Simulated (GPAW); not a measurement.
# Co (P6_3/mmc) in GPAW: further runs

Runs on Co. Level: PBE. Tasks: single point.

All numbers are computed with GPAW 26.7.0; they aren't measurements. Logs are shortened: lines on timing, memory, paths and dates and some standing lists are left out, and cuts for length are marked. The log counts tension as positive stress, the text compression.

## 1. Starting point

Symmetry: P6_3/mmc, No. 194, hexagonal system. The conventional cell has a = 2.472 Å, b = 2.472 Å, c = 4.021 Å, α = 90.00°, β = 90.00°, γ = 120.00°. Around Co (site symmetry -6m2) lie 12 Co at 2.47 Å.

## 2. Single point, PBE, collinear spin, ferromagnetic start

File run.py:

```python
from ase.dft.bandgap import bandgap
from ase.io import read, write
from ase.units import GPa
from gpaw import GPAW, PW

atoms = read('Co.xyz')
atoms.set_initial_magnetic_moments([2.0, 2.0])

calc = GPAW(mode=PW(600),
            xc='PBE',
            kpts={'size': (12, 12, 7), 'gamma': True},
            occupations={'name': 'methfessel-paxton', 'order': 0, 'width': 0.02},
            nbands=21,
            convergence={'density': 1e-05, 'energy': 1e-05},
            maxiter=150,
            txt='gpaw.txt')
atoms.calc = calc
energy = atoms.get_potential_energy()
forces = atoms.get_forces()
stress = atoms.get_stress()
calc.write('gs.gpw')
write('result.traj', atoms)
print(f'Energy: {energy:.6f} eV')
print('Forces (eV/A):')
print(forces.round(4))
print('Stress (GPa):', (stress / GPa).round(3))
print('Moments:', calc.get_magnetic_moments().round(3))
print('Fermi level:', round(calc.get_fermi_level(), 4), 'eV')
print(f'Gap: {bandgap(calc)[0]:.4f} eV, direct: {bandgap(calc, direct=True)[0]:.4f} eV')
```

File Co.xyz:

```xyz
2
Lattice="2.4719999032 0.0000000000 0.0000000000 -1.2359999516 2.1408147143 0.0000000000 0.0000000000 0.0000000000 4.0211440800" Properties=species:S:1:pos:R:3 pbc="T T T"
Co     1.2359999517      0.7136049047      3.0158580600
Co    -0.0000000001      1.4272098096      1.0052860200
```

Potentials or basis: GPAW PAW data sets (gpaw-data 1.2.1), pw.

Started as:

```
$ OMP_NUM_THREADS=1 python run.py
```

gpaw.txt:

```text
__  _  _
 | _ |_)|_||  |
 |__||  | ||/\| - 26.7.0

Input parameters:
  mode=PW(ecut=600.0),
  convergence={'density': 1e-05, 'energy': 1e-05},
  kpts=MonkhorstPack(size=(12, 12, 7), gamma=True),
  maxiter=150,
  nbands=21,
  occupations=Occupations(name='methfessel-paxton', order=0, width=0.02),
  xc=XC(name='PBE')

Diagonalizing LCAO Hamiltonian
Converting LCAO to pw mode

          Co

        Co

Atoms  # Å, Bohr magnetons
|   | symbol |         x |        y |        z |    initial magnetic moments |
|---|--------|-----------|----------|----------|-----------------------------|
| 0 |     Co |  1.236000 | 0.713605 | 3.015858 | ( 0.0000,  0.0000,  2.0000) |
| 1 |     Co | -0.000000 | 1.427210 | 1.005286 | ( 0.0000,  0.0000,  2.0000) |

Unit cell  # Å
| periodic |         x |        y |        z |  lengths |     angles |
|----------|-----------|----------|----------|----------|------------|
|      yes |  2.472000 | 0.000000 | 0.000000 | 2.472000 |  90.000000 |
|      yes | -1.236000 | 2.140815 | 0.000000 | 2.472000 |  90.000000 |
|      yes |  0.000000 | 0.000000 | 4.021144 | 4.021144 | 120.000000 |

Number of symmetries: 12
Symmetry operations  # r_c * U_cc + t_c -> r_c
|    | kind |            matrix            |
|----|------|------------------------------|
|  0 |  σ   |  1, 1, 0,  0,-1, 0,  0, 0, 1 |
|  1 |  S6  |  1, 1, 0, -1, 0, 0,  0, 0,-1 |
|  2 |  E   |  1, 0, 0,  0, 1, 0,  0, 0, 1 |
|  3 |  C2  |  1, 0, 0, -1,-1, 0,  0, 0,-1 |
|  4 |  C2  |  0, 1, 0,  1, 0, 0,  0, 0,-1 |
|  5 |  C3  |  0, 1, 0, -1,-1, 0,  0, 0, 1 |
|  6 |  S6  |  0,-1, 0,  1, 1, 0,  0, 0,-1 |
|  7 |  σ   |  0,-1, 0, -1, 0, 0,  0, 0, 1 |
|  8 |  σ   | -1, 0, 0,  1, 1, 0,  0, 0, 1 |
|  9 |  i   | -1, 0, 0,  0,-1, 0,  0, 0,-1 |
| 10 |  C3  | -1,-1, 0,  1, 0, 0,  0, 0, 1 |
| 11 |  C2  | -1,-1, 0,  0, 1, 0,  0, 0,-1 |

BZ-sampling:
  Number of BZ points: 1008
  Number of IBZ points: 112

  Monkhorst-Pack size: [12, 12, 7]
  Monkhorst-Pack shift: [0.041666666666666664, 0.041666666666666664, 0.0]

K-points  # in reciprocal-cell coordinates
|     |                                coordinates |     weight |
|-----|--------------------------------------------|------------|
|   0 | ( -0.00000000,  -0.00000000,   0.00000000) | 0.00099206 |
|   1 | ( -0.00000000,  -0.00000000,   0.14285714) | 0.00198413 |
|   2 | ( -0.00000000,  -0.00000000,   0.28571429) | 0.00198413 |
|   3 | ( -0.00000000,  -0.00000000,   0.42857143) | 0.00198413 |
|   4 | (  0.08333333,  -0.00000000,  -0.42857143) | 0.00595238 |
|   5 | (  0.08333333,  -0.00000000,  -0.28571429) | 0.00595238 |
|   6 | (  0.08333333,  -0.00000000,  -0.14285714) | 0.00595238 |
|   7 | (  0.08333333,  -0.00000000,   0.00000000) | 0.00595238 |
|   8 | (  0.08333333,  -0.00000000,   0.14285714) | 0.00595238 |
|   9 | (  0.08333333,  -0.00000000,   0.28571429) | 0.00595238 |
| ... |                                            |            |
| 111 | (  0.50000000,   0.50000000,   0.42857143) | 0.00595238 |

Plane wave coefficients: 744
Cutoff: 600.0 eV

Spin-components: 2 (collinear spins)
Bands:           21
Projectors:      12
Spin-degeneracy: 1
Datatype:        complex128

Parallelization:
  kpt:    1
  domain: 1
  band:   1

Density:
  Valence electrons: 18.0
  Components: 2
  Grid points: [14 14 24]
  Charge: 0.0  # |e|

Potential:
  Grid points: [14 14 24]

species:
  Co:
    name:    Cobalt
    Z:       27.0
    valence: 9
    core:    18
    charge:  0.0  # [|e|]
    compensation charges:
      type: gauss
      rc: 0.32  # [Å]
      lmax: 2
    cutoffs:
      filter: 1.87  # [Å]
      core: 2.55  # [Å]
    projectors
    | kind |    occ | energy [eV] | rcut [Å] |
    |------|--------|-------------|----------|
    |   4s |  2.000 |      -5.469 |    1.005 |
    |   4p |  0.000 |      -1.277 |    1.058 |
    |   3d |  7.000 |      -8.205 |    1.005 |
    |    s |        |      21.742 |    1.005 |
    |    p |        |      25.934 |    1.058 |
    |    d |        |      19.007 |    1.005 |

    Using partial waves for Co as LCAO basis

Reference energy: -75805.419811  # eV

eigensolver:
  PPCG
  Converge bands: occupied
  niter=2

density mixing:
  MSR1-Mixer
  Pratt-step length: 0.05
  Maximum mixing coefficient: 0.75
  Old densities: 10
  SVD Regularization: 0.005
  Good broyden scale: 1.0
  Trust region scale: 1.0
  Backstep threshold: 4.0
  History deletion threshold: 6.0
  Fourier metric: weight=20.0, sigma=0.015

occupation numbers:
  Methfessel-Paxton:
    width: 0.0200  # eV
    order: 0

poisson solver:
  ecut: 4800.0  # eV

xc functional:
  name: PBE with 2 nearest neighbor stencil

convergence criteria:
- Maximum integral of absolute [dens]ity change: 1e-05 electrons / valence electron
- Maximum [total energy] change in last 3 cyles: 1e-05 eV / valence electron
- Maximum integral of absolute [eigenst]ate change: 4e-08 eV^2 / valence electron
maximum number of iterations: 150

SCF iterations
|iter     | |      energy | eigst |  dens |  magmom |
|---------|-|-------------|-------|-------|---------|
|iter:   1| |  -16.457891 | +0.28 |       |  +4.0063|
|iter:   2| |  -16.450120 | -2.14 | -1.19 |  +3.9731|
|iter:   3| |  -16.478873 | -2.74 | -1.23 |  +3.7158|
|iter:   4| |  -16.511298 | -3.65 | -1.48 |  +3.5423|
|iter:   5| |  -16.536874 | -3.42 | -1.67 |  +3.2788|
|iter:   6| |  -16.538323 | -4.61 | -2.30 |  +3.2208|
|iter:   7| |  -16.538542 | -5.07 | -2.72 |  +3.2045|
|iter:   8| |  -16.538554 | -6.29 | -3.24 |  +3.2095|
|iter:   9| |  -16.538561c| -7.18 | -3.49 |  +3.2143|
|iter:  10| |  -16.538562c| -8.20c| -4.26 |  +3.2147|
|iter:  11| |  -16.538562c| -8.02c| -4.76 |  +3.2148|
|iter:  12| |  -16.538562c| -8.92c| -5.30c|  +3.2148|

Converged in 12 steps
Energy contributions relative to reference atoms: (reference = -75805.419811)

Energy contributions:
  Kinetic:          21.397919
  Coulomb:         -17.500815
  Zero:             -0.087914
  External:          0.000000
  Xc:              -20.347529
  Entropy:          -0.000446
  Spinorbit:         0.000000
  ----------------------------
  Free energy:     -16.538785
  Extrapolated:    -16.538562

dipole moment: (-0.000001, -0.000002, -0.000003)  # |e|*Ang

Total magnetic moment: (0.000000, 0.000000, 3.214769)

Local magnetic moments
|        x |        y |        z |
|----------|----------|----------|
| 0.000000 | 0.000000 | 1.680194 |  # Co   0
| 0.000000 | 0.000000 | 1.680194 |  # Co   1

Fermi level: 10.930
Eigenvalues  # (at kpt = [-0.000, -0.000, 0.000])
| band index |      eig [eV] | occ [0-1] |      eig [eV] | occ [0-1] |
|------------|---------------|-----------|---------------|-----------|
|          0 |         1.771 |     1.000 |         1.762 |     1.000 |
|        ... |               |           |               |           |
|          3 |         8.311 |     1.000 |         9.957 |     1.000 |
|          4 |         8.311 |     1.000 |         9.957 |     1.000 |
|          5 |         8.631 |     1.000 |        10.332 |     1.000 |
|          6 |         8.631 |     1.000 |        10.332 |     1.000 |
|          7 |         9.021 |     1.000 |        10.572 |     1.000 |
|          8 |         9.021 |     1.000 |        10.792 |     1.000 |
[... 8 lines left out ...]
|         17 |        36.638 |     0.000 |        36.354 |     0.000 |
|         18 |        37.021 |     0.000 |        37.358 |     0.000 |
|        ... |               |           |               |           |
|         20 |        40.779 |     0.000 |        41.774 |     0.000 |

No gap
No difference between direct/indirect transitions

Forces  # eV/Ang
|       x |        y |        z |
|---------|----------|----------|
| 0.00000 |  0.00000 |  0.00001 |  # Co   0
| 0.00000 | -0.00000 | -0.00001 |  # Co   1

Stress tensor  # eV/Ang^3
|         x |         y |         z |
|-----------|-----------|-----------|
| -0.037045 |  0.000000 |  0.000000 |
|  0.000000 | -0.037045 |  0.000000 |
|  0.000000 |  0.000000 | -0.015624 |

# Writing to gs.gpw (mode='')
```

It took 26 s on 1 thread of AMD EPYC 9R45 (Zen 5), shared host; peak memory 0.2 GiB.

What came out:

```yaml
Free_energy: -16.5388 eV
Pressure: 4.8 GPa
Band_gap_on_the_k_mesh: none (metal or under the smearing width)
Net_moment: 3.21 μB per cell
Site_moments: Co +1.68 μB
```

Stress tensor (GPa, compression positive):
```
5.94 0.00 0.00
0.00 5.94 0.00
0.00 0.00 2.50
```

Levels at points of the mesh, in eV from the Fermi level:
Spin up:
| k point | band 9 | band 10 | band 11 | band 12 | band 13 | band 14 |
| --- | --- | --- | --- | --- | --- | --- |
| (0.00, 0.00, 0.00) | -1.91 | -0.78 | -0.78 | -0.28 | 6.41 | 22.35 |
| (0.50, 0.50, 0.00) | -0.56 | -0.48 | 1.34 | 3.40 | 9.74 | 10.41 |
Spin down:
| k point | band 3 | band 4 | band 5 | band 6 | band 7 | band 8 | band 9 | band 10 | band 11 | band 12 |
| --- | --- | --- | --- | --- | --- | --- | --- | --- | --- | --- |
| (0.00, 0.00, 0.00) | -1.04 | -0.97 | -0.97 | -0.60 | -0.60 | -0.36 | -0.14 | -0.14 | 1.11 | 1.11 |
| (0.50, 0.50, 0.00) | -3.37 | -1.96 | -1.12 | -1.10 | -0.65 | 1.27 | 1.37 | 1.44 | 2.62 | 4.40 |

## 3. Single point, PBE, collinear spin, ferromagnetic start

Edit run.py of step 2 so:

```diff
@@ -1,3 +1,4 @@
+from ase import Atoms
 from ase.dft.bandgap import bandgap
-from ase.io import read, write
+from ase.io import write
 from ase.units import GPa
@@ -5,3 +6,9 @@
 
-atoms = read('Co.xyz')
+atoms = Atoms(['Co', 'Co'],
+              cell=[[2.4719999032, 0.0, 0.0],
+                    [-1.2359999516, 2.1408147143, 0.0],
+                    [0.0, 0.0, 4.02114408]],
+              scaled_positions=[[0.6666666667, 0.3333333333, 0.75],
+                                [0.3333333333, 0.6666666667, 0.25]],
+              pbc=True)
 atoms.set_initial_magnetic_moments([2.0, 2.0])
@@ -11,3 +18,3 @@
             kpts={'size': (12, 12, 7), 'gamma': True},
-            occupations={'name': 'methfessel-paxton', 'order': 0, 'width': 0.02},
+            occupations={'name': 'methfessel-paxton', 'order': 0, 'width': 0.020999999999999998},
             nbands=21,
```

Potentials or basis: GPAW PAW data sets (gpaw-data 1.2.1), pw.

Started as:

```
$ OMP_NUM_THREADS=1 python run.py
```

gpaw.txt:

```text
__  _  _
 | _ |_)|_||  |
 |__||  | ||/\| - 26.7.0

Input parameters:
  mode=PW(ecut=600.0),
  convergence={'density': 1e-05, 'energy': 1e-05},
  kpts=MonkhorstPack(size=(12, 12, 7), gamma=True),
  maxiter=150,
  nbands=21,
  occupations=Occupations(name='methfessel-paxton', order=0, width=0.020999999999999998),
  xc=XC(name='PBE')

Diagonalizing LCAO Hamiltonian
Converting LCAO to pw mode

          Co

        Co

Atoms  # Å, Bohr magnetons
|   | symbol |         x |        y |        z |    initial magnetic moments |
|---|--------|-----------|----------|----------|-----------------------------|
| 0 |     Co |  1.236000 | 0.713605 | 3.015858 | ( 0.0000,  0.0000,  2.0000) |
| 1 |     Co | -0.000000 | 1.427210 | 1.005286 | ( 0.0000,  0.0000,  2.0000) |

Unit cell  # Å
[... 162 lines left out ...]
dipole moment: (-0.000001, -0.000002, -0.000003)  # |e|*Ang

Total magnetic moment: (0.000000, 0.000000, 3.214228)

Local magnetic moments
|        x |        y |        z |
|----------|----------|----------|
| 0.000000 | 0.000000 | 1.679963 |  # Co   0
| 0.000000 | 0.000000 | 1.679963 |  # Co   1

Fermi level: 10.930
Eigenvalues  # (at kpt = [-0.000, -0.000, 0.000])
| band index |      eig [eV] | occ [0-1] |      eig [eV] | occ [0-1] |
|------------|---------------|-----------|---------------|-----------|
|          0 |         1.771 |     1.000 |         1.762 |     1.000 |
|        ... |               |           |               |           |
|          3 |         8.311 |     1.000 |         9.957 |     1.000 |
|          4 |         8.311 |     1.000 |         9.957 |     1.000 |
|          5 |         8.631 |     1.000 |        10.331 |     1.000 |
|          6 |         8.631 |     1.000 |        10.331 |     1.000 |
|          7 |         9.021 |     1.000 |        10.572 |     1.000 |
|          8 |         9.021 |     1.000 |        10.792 |     1.000 |
[... 8 lines left out ...]
|         17 |        36.638 |     0.000 |        36.354 |     0.000 |
|         18 |        37.021 |     0.000 |        37.358 |     0.000 |
|        ... |               |           |               |           |
|         20 |        40.779 |     0.000 |        41.774 |     0.000 |

No gap
No difference between direct/indirect transitions

Forces  # eV/Ang
|        x |        y |        z |
|----------|----------|----------|
| -0.00000 | -0.00000 |  0.00001 |  # Co   0
| -0.00000 |  0.00000 | -0.00001 |  # Co   1

Stress tensor  # eV/Ang^3
|         x |         y |         z |
|-----------|-----------|-----------|
| -0.036984 |  0.000000 |  0.000000 |
|  0.000000 | -0.036984 |  0.000000 |
|  0.000000 |  0.000000 | -0.015663 |

# Writing to gs.gpw (mode='')
```

Run time: 26 s. Hardware: 1 thread of AMD EPYC 9R45 (Zen 5), shared host; peak memory 0.2 GiB.

What came out:

```
Free energy            : -16.5388 eV
Pressure               : 4.8 GPa
Band gap on the k mesh : none (metal or under the smearing width)
Net moment             : 3.21 μB per cell
Site moments           : Co +1.68 μB
```

Stress tensor (GPa, compression positive):
```
5.93 0.00 0.00
0.00 5.93 0.00
0.00 0.00 2.51
```

## 4. Single point, PBE, collinear spin, ferromagnetic start

File run.py:

```python
from ase.dft.bandgap import bandgap
from ase.io import read, write
from ase.units import Bohr, GPa
from gpaw import GPAW, PW
from gpaw.elf import elf_from_dft_calculation

atoms = read('Co.xyz')
atoms.set_initial_magnetic_moments([2.0, 2.0])

calc = GPAW(mode=PW(600),
            xc='PBE',
            kpts={'size': (12, 12, 7), 'gamma': True},
            occupations={'name': 'methfessel-paxton', 'order': 0, 'width': 0.022},
            nbands=21,
            convergence={'density': 1e-05, 'energy': 1e-05},
            maxiter=150,
            txt='gpaw.txt')
atoms.calc = calc
energy = atoms.get_potential_energy()
forces = atoms.get_forces()
stress = atoms.get_stress()
calc.write('gs.gpw')
write('result.traj', atoms)
print(f'Energy: {energy:.6f} eV')
print('Forces (eV/A):')
print(forces.round(4))
print('Stress (GPa):', (stress / GPa).round(3))
print('Moments:', calc.get_magnetic_moments().round(3))
print('Fermi level:', round(calc.get_fermi_level(), 4), 'eV')
print(f'Gap: {bandgap(calc)[0]:.4f} eV, direct: {bandgap(calc, direct=True)[0]:.4f} eV')

# fields on the real-space grid
write('density.cube', atoms, data=calc.get_pseudo_density() * Bohr**3)
write('potential.cube', atoms, data=calc.get_electrostatic_potential())
write('spin.cube', atoms, data=(calc.get_pseudo_density(spin=0) - calc.get_pseudo_density(spin=1)) * Bohr**3)
write('elf.cube', atoms, data=elf_from_dft_calculation(calc).data)
```

Co.xyz is that of step 2.

Started as:

```
$ OMP_NUM_THREADS=1 python run.py
```

It took 26 s on 1 thread of AMD EPYC 9R45 (Zen 5), shared host; peak memory 0.2 GiB.

Results (log left out):

```
Free energy            : -16.5388 eV
Pressure               : 4.8 GPa
Band gap on the k mesh : none (metal or under the smearing width)
Net moment             : 3.21 μB per cell
Site moments           : Co +1.68 μB
```

Stress tensor (GPa, compression positive):
```
5.92 0.00 0.00
0.00 5.92 0.00
0.00 0.00 2.52
```

Levels at points of the mesh, in eV from the Fermi level:
Spin up:
| k point | band 9 | band 10 | band 11 | band 12 | band 13 | band 14 |
| --- | --- | --- | --- | --- | --- | --- |
| (0.00, 0.00, 0.00) | -1.91 | -0.78 | -0.78 | -0.28 | 6.41 | 22.35 |
| (0.50, 0.50, 0.00) | -0.56 | -0.48 | 1.34 | 3.40 | 9.74 | 10.41 |
Spin down:
| k point | band 5 | band 6 | band 7 | band 8 | band 9 | band 10 |
| --- | --- | --- | --- | --- | --- | --- |
| (0.00, 0.00, 0.00) | -0.97 | -0.60 | -0.60 | -0.36 | -0.14 | -0.14 |
| (0.50, 0.50, 0.00) | -1.12 | -1.10 | -0.65 | 1.27 | 1.37 | 1.44 |

## 5. Single point, PBE, collinear spin, ferromagnetic start

File run.py:

```python
from ase.dft.bandgap import bandgap
from ase.io import read, write
from ase.units import GPa
from gpaw import GPAW, PW

atoms = read('Co.xyz')
atoms.set_initial_magnetic_moments([2.0, 2.0])

calc = GPAW(mode=PW(600),
            xc='PBE',
            kpts={'size': (12, 12, 7), 'gamma': True},
            occupations={'name': 'methfessel-paxton', 'order': 0, 'width': 0.023},
            nbands=21,
            convergence={'density': 1e-05, 'energy': 1e-05},
            maxiter=150,
            txt='gpaw.txt')
atoms.calc = calc
energy = atoms.get_potential_energy()
forces = atoms.get_forces()
stress = atoms.get_stress()
calc.write('gs.gpw')
write('result.traj', atoms)
print(f'Energy: {energy:.6f} eV')
print('Forces (eV/A):')
print(forces.round(4))
print('Stress (GPa):', (stress / GPa).round(3))
print('Moments:', calc.get_magnetic_moments().round(3))
print('Fermi level:', round(calc.get_fermi_level(), 4), 'eV')
print(f'Gap: {bandgap(calc)[0]:.4f} eV, direct: {bandgap(calc, direct=True)[0]:.4f} eV')
```

Co.xyz is that of step 4.

Started as:

```
$ OMP_NUM_THREADS=1 python run.py
```

Wall time 26 s (1 thread of AMD EPYC 9R45 (Zen 5), shared host); peak memory 0.2 GiB.

Results (log left out):

| Quantity | Value |
| --- | --- |
| Free energy | -16.5389 eV |
| Pressure | 4.8 GPa |
| Band gap on the k mesh | none (metal or under the smearing width) |
| Net moment | 3.21 μB per cell |
| Site moments | Co +1.68 μB |

Stress tensor (GPa, compression positive):
```
5.91 0.00 0.00
0.00 5.91 0.00
0.00 0.00 2.52
```

Levels at points of the mesh, in eV from the Fermi level:
Spin up:
| k point | band 8 | band 9 | band 10 | band 11 | band 12 | band 13 | band 14 | band 15 |
| --- | --- | --- | --- | --- | --- | --- | --- | --- |
| (0.00, 0.00, 0.00) | -1.91 | -1.91 | -0.78 | -0.78 | -0.28 | 6.41 | 22.35 | 24.93 |
| (0.50, 0.50, 0.00) | -0.63 | -0.56 | -0.48 | 1.34 | 3.40 | 9.74 | 10.41 | 12.82 |
Spin down:
| k point | band 4 | band 5 | band 6 | band 7 | band 8 | band 9 | band 10 | band 11 |
| --- | --- | --- | --- | --- | --- | --- | --- | --- |
| (0.00, 0.00, 0.00) | -0.97 | -0.97 | -0.60 | -0.60 | -0.36 | -0.14 | -0.14 | 1.11 |
| (0.50, 0.50, 0.00) | -1.96 | -1.12 | -1.10 | -0.65 | 1.27 | 1.37 | 1.44 | 2.62 |

## 6. Overview

| smearing | gap on the mesh (eV) | pressure (GPa) | moment (μB) |
| --- | --- | --- | --- |
| gaussian 0.02 eV | none | 4.8 | 3.21 |
| gaussian 0.021 eV | none | 4.8 | 3.21 |
| gaussian 0.022 eV | none | 4.8 | 3.21 |
| gaussian 0.023 eV | none | 4.8 | 3.21 |

Alike in all rows: task single point; level PBE; potentials or basis GPAW PAW data sets (gpaw-data 1.2.1), pw; spin collinear, ferromagnetic start; cell as given; k mesh 12 × 12 × 7; cutoff (eV) 600.

Every run on the cell as given and a fine mesh finds a metal.

Total energies depend on the potentials used, so only differences within one code and one set of settings carry meaning.
